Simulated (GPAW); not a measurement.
# Ge (Fd-3m) in GPAW: a series of runs, part 2 of 2

GPAW 26.7.0. The steps go on from the part before.

**3. Elastic constants, RPBE, 22.64 Å³/atom**

Contents of run.py:

```python
import json
import numpy as np
import spglib
from ase.constraints import FixSymmetry
from ase.filters import FrechetCellFilter
from ase.io import write
from ase.optimize import BFGS
from ase.spacegroup import crystal
from ase.stress import full_3x3_to_voigt_6_stress, voigt_6_to_full_3x3_strain, voigt_6_to_full_3x3_stress
from ase.units import GPa
from gpaw import GPAW, PW

# Ge 8a
atoms = crystal(['Ge'],
                basis=[[0.25, 0.25, 0.25]],
                spacegroup=227, setting=1,  # Fd-3m
                cellpar=[5.65782, 5.65782, 5.65782, 90.0, 90.0, 90.0],
                primitive_cell=True)

calc = GPAW(mode=PW(600),
            xc='RPBE',
            kpts={'size': (8, 8, 8), 'gamma': True},
            occupations={'name': 'fermi-dirac', 'width': 0.05},
            nbands=11,
            convergence={'density': 1e-06, 'eigenstates': 1e-09},
            maxiter=150,
            txt='gpaw.txt')
atoms.calc = calc
atoms.set_constraint(FixSymmetry(atoms))
BFGS(FrechetCellFilter(atoms), trajectory='relax.traj', logfile='-').run(fmax=0.005, steps=40)
atoms.set_constraint()
energy = atoms.get_potential_energy()
forces = atoms.get_forces()
stress = atoms.get_stress()
calc.write('gs.gpw')
write('result.traj', atoms)
print('Cell:', atoms.cell.cellpar().round(4))
print(atoms.get_scaled_positions().round(5))

gpts = tuple(int(n) for n in calc.get_number_of_grid_points())
cell = atoms.cell[:].T
dataset = spglib.get_symmetry((atoms.cell[:], atoms.get_scaled_positions(), atoms.numbers), symprec=1e-4)
rotations = [cell @ w @ np.linalg.inv(cell) for w in dataset['rotations']]
strains, clamped, relaxed = [], [], []
for v in [0, 3]:
    for e in (-0.005, 0.005):
        voigt = np.zeros(6)
        voigt[v] = e
        F = voigt_6_to_full_3x3_strain(voigt)
        a = atoms.copy()
        a.set_cell(atoms.cell[:] @ F, scale_atoms=True)
        c = GPAW(mode=PW(600),
                 xc='RPBE',
                 kpts={'size': (8, 8, 8), 'gamma': True},
                 occupations={'name': 'fermi-dirac', 'width': 0.05},
                 nbands=11,
                 convergence={'density': 1e-06, 'eigenstates': 1e-09},
                 maxiter=150,
                 gpts=gpts,
                 txt=f'strain-{v}{e:+.3f}.txt')
        a.calc = c
        s0 = s1 = a.get_stress() - stress
        BFGS(a, logfile=None).run(fmax=0.003, steps=25)
        s1 = a.get_stress() - stress
        print(v, e, 'clamped', (s0 / GPa).round(3), 'relaxed', (s1 / GPa).round(3), flush=True)
        for R in rotations:  # images under the point group
            eps = R @ (F - np.eye(3)) @ R.T
            strains.append(full_3x3_to_voigt_6_stress(eps) * [1, 1, 1, 2, 2, 2])
            for s, rows in ((s0, clamped), (s1, relaxed)):
                rows.append(full_3x3_to_voigt_6_stress(R @ voigt_6_to_full_3x3_stress(s) @ R.T))

C0, C = (np.linalg.lstsq(np.array(strains), np.array(s), rcond=None)[0].T / GPa for s in (clamped, relaxed))
print('Clamped-ion Cij (GPa):')
print(C0.round(1))
print('Relaxed-ion Cij (GPa):')
print(C.round(1))
json.dump({'clamped': C0.tolist(), 'relaxed': C.tolist()}, open('elastic.json', 'w'))
```

Potentials or basis: the program's PAW data sets (release 1.2.1) made for this functional, pw.

Launch:

```sh
$ OMP_NUM_THREADS=1 python run.py
```

gpaw.txt:

```text
__  _  _
 | _ |_)|_||  |
 |__||  | ||/\| - 26.7.0

Input parameters:
  mode=PW(ecut=600.0),
  convergence={'density': 1e-06, 'eigenstates': 1e-09},
  kpts=MonkhorstPack(size=(8, 8, 8), gamma=True),
  maxiter=150,
  nbands=11,
  occupations=Occupations(name='fermi-dirac', width=0.05),
  xc=XC(name='RPBE')

Diagonalizing LCAO Hamiltonian
Converting LCAO to pw mode

           Ge

       Ge

Atoms  # Å, Bohr magnetons
|   | symbol |        x |        y |        z |    initial magnetic moments |
|---|--------|----------|----------|----------|-----------------------------|
| 0 |     Ge | 1.414455 | 1.414455 | 1.414455 | ( 0.0000,  0.0000,  0.0000) |
| 1 |     Ge | 0.000000 | 0.000000 | 0.000000 | ( 0.0000,  0.0000,  0.0000) |

Unit cell  # Å
[... 643 lines left out ...]
       Ge

Atoms  # Å, Bohr magnetons
|   | symbol |         x |        y |         z |    initial magnetic moments |
|---|--------|-----------|----------|-----------|-----------------------------|
| 0 |     Ge |  1.454909 | 1.454909 |  1.454909 | ( 0.0000,  0.0000,  0.0000) |
| 1 |     Ge | -0.000000 | 0.000000 | -0.000000 | ( 0.0000,  0.0000,  0.0000) |

Unit cell  # Å
| periodic |        x |         y |         z |  lengths |    angles |
|----------|----------|-----------|-----------|----------|-----------|
|      yes | 0.000000 |  2.909818 |  2.909818 | 4.115104 | 60.000000 |
|      yes | 2.909818 | -0.000000 |  2.909818 | 4.115104 | 60.000000 |
|      yes | 2.909818 |  2.909818 | -0.000000 | 4.115104 | 60.000000 |

Number of symmetries: 24
Symmetry operations  # r_c * U_cc + t_c -> r_c
|    | kind |            matrix            |
|----|------|------------------------------|
|  0 |  E   |  1, 0, 0,  0, 1, 0,  0, 0, 1 |
|  1 |  σ   |  1, 0, 0,  0, 0, 1,  0, 1, 0 |
|  2 |  σ   |  1, 0,-1,  0, 1,-1,  0, 0,-1 |
|  3 |  C3  |  1, 0,-1,  0, 0,-1,  0, 1,-1 |
|  4 |  C3  |  1,-1, 0,  0,-1, 1,  0,-1, 0 |
|  5 |  σ   |  1,-1, 0,  0,-1, 0,  0,-1, 1 |
|  6 |  σ   |  0, 1, 0,  1, 0, 0,  0, 0, 1 |
|  7 |  C3  |  0, 1, 0,  0, 0, 1,  1, 0, 0 |
|  8 |  C2  |  0, 1,-1,  1, 0,-1,  0, 0,-1 |
[... 171 lines left out ...]
Stress tensor  # eV/Ang^3
|         x |         y |         z |
|-----------|-----------|-----------|
| -0.000173 |  0.000000 |  0.000000 |
|  0.000000 | -0.000173 |  0.000000 |
|  0.000000 |  0.000000 | -0.000173 |

Forces  # eV/Ang
|        x |       y |        z |
|----------|---------|----------|
| -0.00000 | 0.00000 |  0.00000 |  # Ge   0
| -0.00000 | 0.00000 | -0.00000 |  # Ge   1

# Writing to gs.gpw (mode='')
```

Wall time 3.1 min (1 thread of Arm Neoverse V2, shared host); peak memory 0.31 GiB.

What came out:

- Free energy: -8.3576 eV
- Relaxed volume: 24.64 Å³/atom
- Relaxed cell: a = 4.115 Å, b = 4.115 Å, c = 4.115 Å, α = 60.00°, β = 60.00°, γ = 60.00°
- Space group after relaxing (to 0.05 Å): Fd-3m (No. 227)
- Pressure after relaxing: 0.0 GPa
- Band gap on the k mesh: none (metal or under the smearing width)
- Elastic constants C11, C12, C44: 98, 34, 47 GPa
- Voigt bulk modulus: 55 GPa
- Bulk modulus (Hill): 55 GPa
- Shear modulus (Hill): 41 GPa
- Young's modulus: 98 GPa
- Poisson's ratio (from the elastic constants): 0.21

Caveat: the density grid can change from cell to cell, which puts small steps into energies and stress; elastic constants of metals need much finer meshes, so these are rough; this crystal is a semiconductor, whose small gap the functional closes, so the metal is an error of the method.

**4. Band structure, M06-L, spin-orbit coupling, no magnetisation**

Contents of run.py:

```python
import numpy as np
from ase.dft.bandgap import bandgap
from ase.io import read, write
from ase.units import GPa
from gpaw import GPAW, PW
from gpaw.spinorbit import soc_eigenstates

atoms = read('Ge.cif')

calc = GPAW(mode=PW(600),
            xc='M06-L',
            kpts={'size': (8, 8, 8), 'gamma': True},
            occupations={'name': 'fermi-dirac', 'width': 0.05},
            nbands=11,
            convergence={'density': 1e-05, 'energy': 1e-05},
            maxiter=150,
            txt='gpaw.txt')
atoms.calc = calc
energy = atoms.get_potential_energy()
forces = atoms.get_forces()
stress = atoms.get_stress()
calc.write('gs.gpw')
write('result.traj', atoms)
print(f'Energy: {energy:.6f} eV')
print('Forces (eV/A):')
print(forces.round(4))
print('Stress (GPa):', (stress / GPa).round(3))
print('Fermi level:', round(calc.get_fermi_level(), 4), 'eV')
print(f'Gap: {bandgap(calc)[0]:.4f} eV, direct: {bandgap(calc, direct=True)[0]:.4f} eV')

path = atoms.cell.bandpath('GXWKGLUWLK,UX', npoints=80, eps=1e-4)
bs_calc = calc.fixed_density(kpts=path, symmetry='off', nbands=21,
                             convergence={'bands': 'CBM+6.0', 'eigenstates': 1e-6}, txt='bands.txt')
bs = bs_calc.band_structure()
bs.write('bs.json')
print(f'Gap on the path: {bandgap(bs_calc)[0]:.4f} eV')

soc = soc_eigenstates(bs_calc, theta=90, phi=0, ignore_xc_potential=True)
np.savetxt('soc_bands.dat', soc.eigenvalues(), fmt='%.4f')
mesh = soc_eigenstates('gs.gpw', theta=90, phi=0, ignore_xc_potential=True)
np.savetxt('soc_mesh.dat', mesh.eigenvalues(), fmt='%.4f')
print('Fermi level with spin-orbit coupling:', round(mesh.fermi_level, 4), 'eV')
```

Contents of Ge.cif:

```cif
data_Ge
_cell_length_a 4.00068289
_cell_length_b 4.00068289
_cell_length_c 4.00068289
_cell_angle_alpha 60.00000000
_cell_angle_beta 60.00000000
_cell_angle_gamma 60.00000000
_space_group_name_H-M_alt 'P1'
_space_group_name_Hall 'P 1'
_space_group_IT_number 1
loop_
_space_group_symop_operation_xyz
'x,y,z'
loop_
_atom_site_label
_atom_site_type_symbol
_atom_site_symmetry_multiplicity
_atom_site_Wyckoff_symbol
_atom_site_fract_x
_atom_site_fract_y
_atom_site_fract_z
_atom_site_occupancy
Ge1 Ge 1 a 0.7500000000 0.7500000000 0.7500000000 1
Ge2 Ge 1 a 0.5000000000 0.5000000000 0.5000000000 1
```

Potentials or basis: GPAW PAW data sets (gpaw-data 1.2.1), pw.

Launch:

```sh
$ OMP_NUM_THREADS=1 python run.py
```

gpaw.txt:

```text
__  _  _
 | _ |_)|_||  |
 |__||  | ||/\| - 26.7.0

Input parameters:
  mode=PW(ecut=600.0),
  convergence={'density': 1e-05, 'energy': 1e-05},
  kpts=MonkhorstPack(size=(8, 8, 8), gamma=True),
  maxiter=150,
  nbands=11,
  occupations=Occupations(name='fermi-dirac', width=0.05),
  xc=XC(name='M06-L')

Diagonalizing LCAO Hamiltonian
Converting LCAO to pw mode

             Ge
       Ge

Atoms  # Å, Bohr magnetons
|   | symbol |        x |        y |        z |    initial magnetic moments |
|---|--------|----------|----------|----------|-----------------------------|
| 0 |     Ge | 6.001024 | 3.464693 | 2.449908 | ( 0.0000,  0.0000,  0.0000) |
| 1 |     Ge | 4.000683 | 2.309795 | 1.633272 | ( 0.0000,  0.0000,  0.0000) |

Unit cell  # Å
| periodic |        x |        y |        z |  lengths |    angles |
|----------|----------|----------|----------|----------|-----------|
|      yes | 4.000683 | 0.000000 | 0.000000 | 4.000683 | 60.000000 |
|      yes | 2.000341 | 3.464693 | 0.000000 | 4.000683 | 60.000000 |
[... 174 lines left out ...]
  External:          0.000000
  Xc:              -23.334031
  Entropy:          -0.000085
  Spinorbit:         0.000000
  ----------------------------
  Free energy:     -20.471621
  Extrapolated:    -20.471578

dipole moment: (5.278885, 3.047766, 2.155096)  # |e|*Ang

Fermi level: 6.348
Eigenvalues  # (at kpt = [0.000, 0.000, 0.000])
| band index |      eig [eV] | occ [0-2] |
|------------|---------------|-----------|
|          0 |        -6.981 |     2.000 |
|          1 |         6.129 |     1.975 |
|          2 |         6.129 |     1.975 |
|          3 |         6.129 |     1.975 |
|          4 |         6.658 |     0.004 |
|          5 |         8.973 |     0.000 |
|          6 |         8.973 |     0.000 |
|          7 |         8.973 |     0.000 |
|          8 |        12.301 |     0.000 |
|          9 |        16.012 |     0.000 |
|         10 |        16.012 |     0.000 |

Gap: 0.463 eV
Transition (v -> c):
  (s=0, k=0, n=3, [0.00, 0.00, 0.00]) -> (s=0, k=28, n=4, [0.50, 0.50, 0.50])
Direct/indirect transitions are different
Direct gap: 0.529 eV
Transition at: (s=0, k=0, n=3, [0.00, 0.00, 0.00])

Forces  # eV/Ang
|        x |        y |        z |
|----------|----------|----------|
|  0.00000 |  0.00000 |  0.00000 |  # Ge   0
| -0.00000 | -0.00000 | -0.00000 |  # Ge   1

Stress tensor  # eV/Ang^3
|         x |         y |         z |
|-----------|-----------|-----------|
| -0.020208 |  0.000000 |  0.000000 |
|  0.000000 | -0.020208 |  0.000000 |
|  0.000000 |  0.000000 | -0.020208 |

# Writing to gs.gpw (mode='')
```

Wall time 3 min (1 thread of Arm Neoverse V1, shared host); peak memory 0.28 GiB.

Results:

```
Free energy             : -20.4716 eV
Pressure                : 3.2 GPa
Band gap on the k mesh  : 0.36 eV, indirect (least direct gap 0.43 eV)
Band gap along the path : 0.36 eV, indirect (least direct gap 0.43 eV)
```

Levels at the corners of the path, in eV from the valence-band top:
```
point  band 4  band 5  band 6  band 7  band 8  band 9  band 10  band 11  band 12  band 13
    Γ   -0.30    0.00    0.00    0.00    0.00    0.43     0.43     2.60     2.60     2.82
    X   -9.19   -3.21   -3.21   -3.21   -3.21    0.77     0.77     0.77     0.77    10.05
    W   -9.08   -4.10   -4.10   -4.03   -4.03    4.57     4.57     4.66     4.66     4.71
    K   -8.57   -4.50   -4.50   -2.76   -2.76    1.22     1.22     4.22     4.22     7.50
    Γ   -0.30    0.00    0.00    0.00    0.00    0.43     0.43     2.60     2.60     2.82
    L   -7.84   -1.62   -1.62   -1.43   -1.43    0.36     0.36     3.96     3.96     4.05
    U   -8.57   -4.50   -4.50   -2.76   -2.76    1.22     1.22     4.22     4.22     7.50
    W   -9.08   -4.10   -4.10   -4.03   -4.03    4.57     4.57     4.66     4.66     4.71
    L   -7.84   -1.62   -1.62   -1.43   -1.43    0.36     0.36     3.96     3.96     4.05
    K   -8.57   -4.50   -4.50   -2.76   -2.76    1.22     1.22     4.22     4.22     7.50
    U   -8.57   -4.50   -4.50   -2.76   -2.76    1.22     1.22     4.22     4.22     7.50
    X   -9.19   -3.21   -3.21   -3.21   -3.21    0.77     0.77     0.77     0.77    10.05
```

Caveat: spin-orbit coupling was added after a scalar SCF, so levels and gaps hold it while energy, forces, pressure and moments don't; this program's spin-orbit splittings come out too wide for heavy elements; the PAW data sets were made with another functional, which shifts forces and pressure a little.

**5. Comparison with measurements**

Step 2. The gap isn't set beside the measured one, since this odd mesh misses points on the zone boundary.

Step 4. Measured gap of Ge: 0.744 eV (indirect; 0 K; “Temperature-dependent photoluminescence in Ge: experiment and theory”, 2020, arxiv:2003.00143). This calculation gives 0.36 eV (-0.38 eV). 2 values of this kind are on record (0.666 to 0.744 eV); this one was drawn at random. The value is that of M06-L, without temperature or zero-point motion.
